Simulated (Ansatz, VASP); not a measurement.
One calculation of B, two programs

```
B
1.0
     1.70243    0.00000    0.00000
    -0.85122    1.47435    0.00000
     0.00000    0.00000    3.63542
B
1
Direct
  0.00000 0.00000 0.00000
```

This isn't the form of B at room conditions, which is rhombohedral.

Alike in both runs: task single point; functional LDA; k mesh 33 × 33 × 14; occupations gaussian, width 0.15 eV; no spin polarisation.

|  | VASP | Ansatz |
| --- | --- | --- |
| version | VASP 6.6.1 | Ansatz 0.2.0 |
| potentials or method | VASP PAW LDA potentials, release 64 (B) | scalar-relativistic, plane waves, PAW |
| plane-wave cutoff (eV) | 520 | 420 |
| valence electrons in the cell | 3 | 3 |

VASP gave:

```
gap on the k mesh at the Fermi level (eV)       : none
pressure (GPa)                                  : -2.9
largest component of the traceless stress (GPa) : 1.53
```

Task: Estimate Ansatz's values.

Result: gap on the k mesh at the Fermi level (eV): none; pressure (GPa): -3.0; largest component of the traceless stress (GPa): 1.72.

A gap of «none» marks a metal or a gap that the smearing closes.
